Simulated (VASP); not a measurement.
# CdS (Pmmn) in VASP: a series of runs, part 2 of 2

VASP 6.6.1. Earlier steps stand in the parts before.

### 4 Single point, PBE

This run uses another cell than the first one, of 20.94 Å³/atom, 1.010 times its volume.

INCAR

```
PREC = Accurate
ENCUT = 520
EDIFF = 1E-7
ISMEAR = 0
SIGMA = 0.1
LREAL = False
LASPH = True
NELM = 100
ALGO = Normal
ISIF = 2
LWAVE = False
LCHARG = False
GGA = PE
NBANDS = 26
```

KPOINTS

```
regular mesh
0
Gamma
  6 4 6
```

POSCAR

```
CdS
1.0
    3.8984360000      0.0000000000      0.0000000000
    0.0000000000      5.5114920000      0.0000000000
    0.0000000000      0.0000000000      3.8981040000
Cd S
2 2
Direct
    0.5000000000      0.5000000000      0.2430260000
    0.0000000000      0.0000000000      0.7569740000
    0.5000000000      0.0000000000      0.2551630000
    0.0000000000      0.5000000000      0.7448370000
```

Potentials or basis: VASP PAW PBE potentials, release 64 (Cd, S).

On the command line:

```bash
$ cat potpaw_PBE.64/Cd/POTCAR potpaw_PBE.64/S/POTCAR > POTCAR
$ mpirun -np 1 vasp_std > vasp.out
```

OUTCAR:

```text
PREC = Accurate
   ENCUT = 520
   EDIFF = 1E-7
   ISMEAR = 0
   LREAL = False
   LASPH = True
   NELM = 100
   ISIF = 2
   GGA = PE

 ion  position               nearest neighbor table
   1  0.500  0.500  0.243-   4 2.75   4 2.75   3 2.76   3 2.76   4 2.76   4 2.76
   2  0.000  0.000  0.757-   3 2.75   3 2.75   4 2.76   4 2.76   3 2.76   3 2.76
   3  0.500  0.000  0.255-   2 2.75   2 2.75   1 2.76   1 2.76   2 2.76   2 2.76
   4  0.000  0.500  0.745-   1 2.75   1 2.75   2 2.76   2 2.76   1 2.76   1 2.76

  LATTYP: Found a simple orthorhombic cell.
 ALAT       =     3.8981040000
 B/A-ratio  =     1.0000851696
 C/A-ratio  =     1.4138904452

  Lattice vectors:

 A1 = (   0.0000000000,   0.0000000000,   3.8981040000)
 A2 = (   3.8984360000,   0.0000000000,   0.0000000000)
 A3 = (   0.0000000000,   5.5114920000,   0.0000000000)

Analysis of symmetry for initial positions (statically):
=====================================================================
 Subroutine PRICEL returns:
 Original cell was already a primitive cell.

 Routine SETGRP: Setting up the symmetry group for a
 simple orthorhombic supercell.

 Subroutine GETGRP returns: Found  8 space group operations
 (whereof  4 operations were pure point group operations)
 out of a pool of  8 trial point group operations.

The static configuration has the point symmetry C_2v.
 The point group associated with its full space group is D_2h.

Analysis of symmetry for dynamics (positions and initial velocities):
=====================================================================
 Subroutine PRICEL returns:
 Original cell was already a primitive cell.

 Routine SETGRP: Setting up the symmetry group for a
 simple orthorhombic supercell.

 Subroutine GETGRP returns: Found  8 space group operations
 (whereof  4 operations were pure point group operations)
 out of a pool of  8 trial point group operations.

The dynamic configuration has the point symmetry C_2v.
 The point group associated with its full space group is D_2h.
[... 117 lines left out ...]
   EFERMI =   0.00;   METHOD = LEGACY
   ISMEAR =     0;   SIGMA  =   0.10  broadening in eV -4-tet -1-fermi 0-gaus
   EFERMI_NEDOS =   21; number of points for ismear=-14 and -15
   IALGO  =     38    algorithm
   IMIX   =      4    mixing-type and parameters
     AMIX     =   0.40;   BMIX     =  1.00
     AMIX_MAG =   1.60;   BMIX_MAG =  1.00
  volume/ion in A,a.u.               =      20.94       141.30
  Fermi-wavevector in a.u.,A,eV,Ry     =   1.235486  2.334731 20.768298  1.526427
  Thomas-Fermi vector in A             =   2.370134
   LORBIT       =      0    0 simple, 1 ext, 2 COOP (PROOUT), +10 PAW based schemes
   GGA     = PE    functional components
   LHFCALC =     F    Hartree Fock is set to
   AEXX    =    0.0000 exact exchange contribution
   IVDW    =     0    specifies the selected vdW correction
   LEPSILON=     F    determine dielectric tensor
   LRPA    =     F    only Hartree local field effects (RPA)
 non-spin polarized calculation
 Gauss-broadening in eV      SIGMA  =   0.10
  energy-cutoff  :      520.00
  volume of cell :       83.76
 maximum number of plane-waves:      2316
 NGX is ok and might be reduce to    30
   NGX = 15   NGY = 21   NGZ = 15

 number of electron      36.0000007 magnetization

 Free energy of the ion-electron system (eV)
  ---------------------------------------------------
  ext. energy  EPLUGINS =         0.00000000
  ---------------------------------------------------
  free energy    TOTEN  =       -11.74860509 eV

  energy without entropy =      -11.74780899  energy(sigma->0) =      -11.74820704

 E-fermi :   2.8273     XC(G=0): -10.2872

 val. band max:        2.6818676774   @ k =   0.5000   0.5000   0.0000
 cond. band min:       2.9371498519   @ k =   0.5000   0.0000   0.5000
 fundamental gap:      0.2552821745
 Fermi energy:         2.8273023136

 k-point     1 :       0.0000    0.0000    0.0000
  band No.  band energies     occupation
      1      -9.9547      2.00000
      2      -9.0966      2.00000
      3      -5.0308      2.00000
      4      -4.8854      2.00000
      5      -4.8850      2.00000
      6      -4.8847      2.00000
[... 685 lines left out ...]
     25      10.5760      0.00000
     26      10.5760      0.00000

 [... further k-points ...]
[... 5 lines left out ...]
  --------------------------------------------------------------------------------------
  -------------------------------------------------------------------------------------
  Total       -0.1445818     -0.1862147     -0.1491000      0.0000000      0.0000000      0.0000000
  in kB       -2.7657390     -3.5621440     -2.8521697      0.0000000      0.0000000      0.0000000
  external PRESSURE =      -3.0600175 kB  Pullay stress =       0.0000000 kB

 VOLUME and BASIS-vectors are now :
 -----------------------------------------------------------------------------
  energy-cutoff  :      520.00
  volume of cell :       83.76
      direct lattice vectors                 reciprocal lattice vectors
     3.898436000  0.000000000  0.000000000     0.256513125  0.000000000  0.000000000
     0.000000000  5.511492000  0.000000000     0.000000000  0.181439073  0.000000000
     0.000000000  0.000000000  3.898104000     0.000000000  0.000000000  0.256534972

 POSITION                                       TOTAL-FORCE (eV/Angst)
 -----------------------------------------------------------------------------------
      1.94922      2.75575      0.94734         0.000000      0.000000      0.020707
      0.00000      0.00000      2.95076         0.000000      0.000000     -0.020707
      1.94922      0.00000      0.99465         0.000000      0.000000     -0.025562
      0.00000      2.75575      2.90345         0.000000      0.000000      0.025562
 -----------------------------------------------------------------------------------
    total drift:                                0.000000      0.000000      0.000000

  FREE ENERGIE OF THE ION-ELECTRON SYSTEM (eV)
  ---------------------------------------------------
  free  energy   TOTEN  =       -11.7486050881 eV

  energy  without entropy=      -11.7478089870  energy(sigma->0) =      -11.74820704
```

Wall time 68 s (1 thread of Intel Xeon Platinum 8488C (Sapphire Rapids), shared host); peak memory 0.23 GiB.

What came out:

```
Free energy            : -11.7486 eV
Pressure               : -0.3 GPa
Largest force          : 0.026 eV/Å
Band gap on the k mesh : 0.26 eV
```

Forces on the atoms (eV/Å):
```
Cd   0.000  0.000  0.021
Cd   0.000  0.000 -0.021
S    0.000  0.000 -0.026
S    0.000  0.000  0.026
```

Levels at points of the mesh, in eV from the valence-band top:
| k point | band 15 | band 16 | band 17 | band 18 | band 19 | band 20 | band 21 | band 22 |
| --- | --- | --- | --- | --- | --- | --- | --- | --- |
| (0.00, 0.00, 0.00) | -2.04 | -0.69 | -0.69 | -0.69 | 0.26 | 0.82 | 6.08 | 9.20 |
| (0.50, 0.00, 0.00) | -2.22 | -2.22 | -0.13 | -0.13 | 4.41 | 4.41 | 5.35 | 5.35 |
| (0.00, 0.50, 0.00) | -1.33 | -1.33 | -1.33 | -1.33 | 3.00 | 3.00 | 6.53 | 6.53 |
| (0.50, 0.50, 0.00) | 0.00 | 0.00 | 0.00 | 0.00 | 3.54 | 3.54 | 5.93 | 5.93 |
| (0.00, 0.00, 0.50) | -2.22 | -2.22 | -0.14 | -0.12 | 4.40 | 4.42 | 5.36 | 5.36 |
| (0.50, 0.00, 0.50) | -2.04 | -2.04 | -2.04 | -2.04 | 0.26 | 0.26 | 6.08 | 6.08 |
| (0.00, 0.50, 0.50) | 0.00 | 0.00 | 0.00 | 0.00 | 3.54 | 3.54 | 5.93 | 5.93 |
| (0.50, 0.50, 0.50) | -3.08 | -3.08 | -2.77 | -2.77 | 3.34 | 3.34 | 6.69 | 6.69 |

A k mesh can miss the band edges.

### 5 Summary

| cell | k mesh | smearing | gap on the mesh (eV) | pressure (GPa) |
| --- | --- | --- | --- | --- |
| Pmmn, 20.74 Å³/atom | 10 × 8 × 10 | gaussian 0.01 eV | 0.25 | 0.4 |
| Pmmn, 20.74 Å³/atom | 10 × 6 × 10 | gaussian 0.03 eV | 0.25 | 0.4 |
| Pmmn, 20.94 Å³/atom | 6 × 4 × 6 | gaussian 0.1 eV | 0.26 | -0.3 |

Alike in all rows: task single point; level PBE; potentials or basis VASP PAW PBE potentials, release 64 (Cd, S); no spin polarisation; cutoff (eV) 520.

On the cell as given the gap runs from 0.25 eV (PBE) to 0.26 eV (PBE); the meshes differ, which moves gaps too.

Absolute energies hang on the potentials; compare differences alone.
